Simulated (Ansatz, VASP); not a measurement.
# In in VASP and in Ansatz

```xyz
1
Lattice="3.0487 0.0000 0.0000 0.0000 3.0487 0.0000 0.0000 0.0000 3.0487" Properties=species:S:1:pos:R:3 pbc="T T T"
In    0.0000    0.0000    0.0000
```

Alike in both runs: task single point; functional LDA; k mesh 12 × 12 × 12; occupations fermi-dirac, width 0.1 eV; no spin polarisation.

|  | VASP | Ansatz |
| --- | --- | --- |
| version | VASP 6.6.1 | Ansatz 0.2.0 |
| potentials or method | VASP PAW LDA potentials, release 64 (In_d) | plane waves (420 eV) with PAW, scalar-relativistic |
| plane-wave cutoff (eV) | 520 | 420 |
| valence electrons in the cell | 13 | 13 |

|  | VASP | Ansatz | Ansatz less VASP |
| --- | --- | --- | --- |
| pressure (GPa) | -2.9 | -2.9 | +0.02 |

Ansatz warned: «pseudo_functional_mismatch».
